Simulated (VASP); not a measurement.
## AlN in VASP 6.6.1, single-point calculation

INCAR

```
NBANDS = 16
NSW = 0
METAGGA = RTPSS
IBRION = -1
ALGO = VeryFast
LREAL = .FALSE.
NELM = 93
SIGMA = 0.02
LASPH = .TRUE.
ISMEAR = -1
EDIFF = 1E-7
LCHARG = .FALSE.
ISIF = 2
LWAVE = .FALSE.
ENCUT = 520
PREC = Low
```

KPOINTS

```
KPOINTS created by Atomic Simulation Environment
0
Gamma
12 12 6
0 0 0
```

POSCAR

```
Al N
 1.0000000000000000
     3.1066937601931870    0.0000000000000000    0.0000000000000000
    -1.5533468800965935    2.6904757181059007    0.0000000000000000
     0.0000000000000000    0.0000000000000000    5.0283774674000004
 Al  N
   2   2
Cartesian
  0.0000000000000001  1.7936504787372671 -0.0121858867581910
  1.5533468800965935  0.8968252393686336  2.5020028469418096
  0.0000000000000001  1.7936504787372671  1.8978274370331916
  1.5533468800965935  0.8968252393686336  4.4120161707331924
```

The recommended PBE PAW datasets give the neutral cell 16 valence electrons.

Command

```
mpirun -np 1 vasp_std
```

OSZICAR

```
N       E                     dE             d eps       ncg     rms          rms(c)
RMM:   1     0.131421918486E+03    0.13142E+03   -0.48645E+03  1216   0.797E+02
RMM:   2     0.312581454762E+02   -0.10016E+03   -0.96585E+02  1216   0.257E+02
RMM:   3    -0.134207042243E+01   -0.32600E+02   -0.28123E+02  1216   0.177E+02
RMM:   4    -0.178560461537E+02   -0.16514E+02   -0.12695E+02  1216   0.127E+02
RMM:   5    -0.246939863601E+02   -0.68379E+01   -0.58817E+01  1216   0.802E+01
RMM:   6    -0.275016562789E+02   -0.28077E+01   -0.24958E+01  1216   0.541E+01
RMM:   7    -0.286489873053E+02   -0.11473E+01   -0.10472E+01  1216   0.333E+01
RMM:   8    -0.291205501721E+02   -0.47156E+00   -0.43610E+00  1216   0.222E+01
RMM:   9    -0.293702904213E+02   -0.24974E+00   -0.23781E+00  3486   0.137E+01
RMM:  10    -0.294424242248E+02   -0.72134E-01   -0.62254E-01  3573   0.428E+00
...
RMM:  21    -0.358348712172E+02    0.18442E-03   -0.41493E-05  3038   0.406E-02    0.847E-01
RMM:  22    -0.358347041859E+02    0.16703E-03   -0.93113E-05  2985   0.532E-02    0.675E-01
RMM:  23    -0.358345367458E+02    0.16744E-03   -0.32609E-04  3425   0.101E-01    0.286E-01
RMM:  24    -0.358345484950E+02   -0.11749E-04   -0.13820E-04  3004   0.701E-02    0.619E-02
RMM:  25    -0.358345639691E+02   -0.15474E-04   -0.14708E-05  3035   0.263E-02    0.211E-03
RMM:  26    -0.358345672686E+02   -0.32995E-05   -0.80075E-07  3138   0.692E-03    0.934E-03
RMM:  27    -0.358345680704E+02   -0.80184E-06   -0.11405E-07  2534   0.222E-03    0.748E-03
RMM:  28    -0.358345678477E+02    0.22266E-06   -0.51104E-08  2053   0.145E-03    0.970E-04
RMM:  29    -0.358345678471E+02    0.62755E-09   -0.39025E-09  1829   0.621E-04
   1 F= -.35834568E+02 E0= -.35834568E+02  d E =-.253953E-12
```

From OUTCAR

```
k-points           NKPTS =     76   k-points in BZ     NKDIM =     76   number of bands    NBANDS=     16

   NELECT =      16.0000    total number of electrons

   dimension x,y,z NGX =    18 NGY =   18 NGZ =   28
   dimension x,y,z NGXF=    20 NGYF=   20 NGZF=   30

  energy-cutoff  :      520.00
  volume of cell :       42.03
      direct lattice vectors                 reciprocal lattice vectors
     3.106693760  0.000000000  0.000000000     0.321885605  0.185840741  0.000000000
    -1.553346880  2.690475718  0.000000000     0.000000000  0.371681481  0.000000000
     0.000000000  0.000000000  5.028377467     0.000000000  0.000000000  0.198871307

 k-points in reciprocal lattice and weights: KPOINTS created by Atomic Simulation Env
   0.00000000  0.00000000  0.00000000       0.001
   0.08333333  0.00000000  0.00000000       0.007
   0.16666667  0.00000000  0.00000000       0.007
   0.25000000  0.00000000  0.00000000       0.007
   0.33333333  0.00000000  0.00000000       0.007
   0.41666667 -0.00000000  0.00000000       0.007
   0.50000000  0.00000000  0.00000000       0.003
   0.08333333  0.08333333  0.00000000       0.007
   ...

 E-fermi :   6.4164

 k-point     1 :       0.0000    0.0000    0.0000
  band No.  band energies     occupation
      1      -9.6199      2.00000
      2      -7.5615      2.00000
      3      -0.0848      2.00000
      4       5.2155      2.00000
      5       5.2156      2.00000
      6       5.8281      2.00000
      7       5.8283      2.00000
      8       5.9567      2.00000
      9      10.1170      0.00000
     10      12.9057      0.00000
     11      16.5843      0.00000
     12      17.5291      0.00000
     13      17.5293      0.00000
     14      19.2852      0.00000
     15      19.5819      0.00000
     16      19.5821      0.00000

 k-point     2 :       0.0833    0.0000    0.0000
  band No.  band energies     occupation
      1      -9.5311      2.00000
      2      -7.5105      2.00000
      3       0.0236      2.00000
      4       4.7909      2.00000
      5       5.0968      2.00000
      6       5.3928      2.00000
      7       5.8151      2.00000
      8       5.9223      2.00000
      9      10.5579      0.00000
     10      13.2833      0.00000
     11      16.2118      0.00000
     12      16.8306      0.00000
     13      17.7909      0.00000
     14      19.2260      0.00000
     15      19.6167      0.00000
     16      24.0212      0.00000

 k-point     3 :       0.1667    0.0000    0.0000
  band No.  band energies     occupation
      1      -9.2730      2.00000
      2      -7.3709      2.00000
      3       0.3431      2.00000
      4       3.7512      2.00000
      5       4.4908      2.00000
      6       4.8192      2.00000
      7       5.7463      2.00000
      8       5.7990      2.00000
      9      11.4449      0.00000
     10      13.9815      0.00000
     11      15.1450      0.00000
     12      15.9887      0.00000
     13      18.5030      0.00000
     14      18.6103      0.00000
     15      18.6621      0.00000
     16      19.0635      0.00000

 ...

  Total        0.2745079      0.2745079     -0.4577849      0.0000000      0.0000000     -0.0000000
  in kB       10.4642979     10.4642979    -17.4508528      0.0000000      0.0000000     -0.0000000
  external PRESSURE =       1.1592476 kB  Pullay stress =       0.0000000 kB

 POSITION                                       TOTAL-FORCE (eV/Angst)
 -----------------------------------------------------------------------------------
      0.00000      1.79365      5.01619         0.000000      0.000000     -0.000116
      1.55335      0.89683      2.50200        -0.000000     -0.000000     -0.000116
      0.00000      1.79365      1.89783        -0.000000      0.000000      0.000116
      1.55335      0.89683      4.41202         0.000000     -0.000000      0.000116
 -----------------------------------------------------------------------------------
    total drift:                               -0.000037     -0.000065     -0.132888

  FREE ENERGIE OF THE ION-ELECTRON SYSTEM (eV)
  ---------------------------------------------------
  free  energy   TOTEN  =       -35.8345678471 eV

  energy  without entropy=      -35.8345678471  energy(sigma->0) =      -35.83456785
```

It converged. Results: gap between bands v and c on the k mesh 4.16 eV; least direct gap on the k mesh 4.16 eV; pressure 0.1 GPa. Band v is the last that the valence electrons fill when counted band by band, and c is the next.

For comparison, a separate PBE run of the intended cell, on usual settings and not on those above, gives a gap of 4.20 eV on its mesh and a pressure of 2.4 GPa.

The run above took about 2.8 min on one core of a shared host (Intel Xeon Platinum 8488C) and held 0.14 GiB at most.
